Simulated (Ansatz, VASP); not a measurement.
# Two plane-wave programs on Cs

The input INCAR:

```
SYSTEM = Cs
PREC = Accurate ; ENCUT = 520
EDIFF = 1E-7 ; ISMEAR = 0
SIGMA = 0.15 ; LREAL = .False.
LASPH = .True. ; NELM = 60
ALGO = Fast ; ISIF = 2
LWAVE = .False. ; LCHARG = .False.
GGA = PE ; NBANDS = 10
```

File KPOINTS:

```
Automatic mesh
0
Gamma
  12 12 12
  0 0 0
```

The input POSCAR:

```
Cs
1.0
   -3.0225000000      3.0225000000      3.1434000000
    3.0225000000     -3.0225000000      3.1434000000
    3.0225000000      3.0225000000     -3.1434000000
Cs
1
Direct
    0.0000000000      0.0000000000      0.0000000000
```

Input for Ansatz:

```yaml
crystal:
  lattice:
    - [-3.0225, 3.0225, 3.1434]
    - [3.0225, -3.0225, 3.1434]
    - [3.0225, 3.0225, -3.1434]
  atoms:
    - { symbol: Cs, position: [0.0, 0.0, 0.0] }
basis:
  ecutwfc: 420
kpoints:
  mp_grid: { grid: [12, 12, 12] }
hamiltonian:
  xc: pbe
scf:
  occupations: { method: gaussian, width: 0.15 }
output:
  forces: true
  stress: true
  eigenvalues: true
```

Change from the starting cell: strain +0.000 along x and y, +0.040 along z, atoms carried along.

Alike in both runs: task single point; functional PBE; k mesh 12 × 12 × 12; occupations gaussian, width 0.15 eV; no spin polarisation.

|  | VASP | Ansatz |
| --- | --- | --- |
| version | VASP 6.6.1 | Ansatz 0.2.0 |
| potentials or method | VASP PAW PBE potentials, release 64 (Cs_sv) | scalar-relativistic, plane waves, PAW |
| plane-wave cutoff (eV) | 520 | 420 |
| valence electrons in the cell | 9 | 9 |

```csv
,VASP,Ansatz,Ansatz less VASP
gap on the k mesh at the Fermi level (eV),none,none,-
pressure (GPa),0.0,0.0,+0.01
```

A gap of «none» marks a metal or a gap that the smearing closes.

Spin-orbit coupling is left out, which matters for the levels of Cs.
